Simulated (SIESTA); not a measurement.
The system is Si2W.

```
W Si
1.0
     4.61685    0.00000    0.00000
    -2.30843    3.99831    0.00000
     0.00000    0.00000    6.65322
W Si
3 6
Direct
  0.50000 0.00000 0.50000
  0.50000 0.50000 0.83333
  0.00000 0.50000 0.16667
  0.32725 0.16363 0.16667
  0.83637 0.16363 0.83333
  0.16363 0.32725 0.50000
  0.67275 0.83637 0.16667
  0.16363 0.83637 0.83333
  0.83637 0.67275 0.50000
```

Measurements of this composition are mostly on another form, of space group No. 139.

```yaml
Program: SIESTA 5.4.2
Task: single point
Functional: PBE
Potentials_or_basis: PseudoDojo 0.4 standard (PBE files)
Basis: DZP (energy shift 0.003 Ry; two zetas on semicore shells)
Grid_cutoff: 800 Ry
Energy_shift: 0.003 Ry
k_mesh: 7 × 7 × 4
Occupations: fermi-dirac, width 0.05 eV
Spin: no spin polarisation
```

On this cell: pressure 1.0 GPa; largest force 0.030 eV/Å; band gap on the k mesh 0.29 eV, indirect (least direct gap 0.74 eV).

The same run follows on a disturbed copy (atoms moved at random, drawn with an rms of 0.05 Å):

```xyz
9
Lattice="4.6169 0.0000 0.0000 -2.3084 3.9983 0.0000 0.0000 0.0000 6.6532" Properties=species:S:1:pos:R:3 pbc="T T T"
W     2.3403    0.0163    3.3693
W     1.1557    1.9592    5.5086
W    -1.1718    1.9957    1.1305
Si    1.0828    0.6379    1.1061
Si    3.4870    0.6889    5.5407
Si    0.0091    1.2608    3.3155
Si    1.1772    3.3595    1.0764
Si   -1.1702    3.3662    5.5060
Si    2.2964    2.7057    3.3477
```

Problem. What does the disturbed cell give?

Solution. The energy moves by +16.2 meV/atom; pressure 1.5 GPa; largest force 1.428 eV/Å; band gap on the k mesh 0.11 eV, indirect (least direct gap 0.63 eV).

Forces on the atoms (eV/Å):
```
W   -0.518 -0.506 -1.231
W   -0.076  0.902  0.996
W    0.183  0.198 -0.362
Si   0.680  0.152  0.081
Si   0.012 -0.246  0.046
Si  -0.051  0.534  0.083
Si  -0.391 -0.335  0.227
Si  -0.064 -0.445  0.528
Si   0.225 -0.255 -0.367
```

Stress tensor (GPa, compression positive):
```
 1.44  0.19 -0.56
 0.19  1.74  0.25
-0.56  0.25  1.37
```

Caveats: short orbitals over semicore shells can move pressures by several GPa; spin-orbit coupling is left out, which moves the levels of the heavy elements; an odd mesh through Γ misses points on the zone boundary, where band edges often lie; the basis of atomic orbitals isn't converged, which shifts pressures, moduli and gaps.
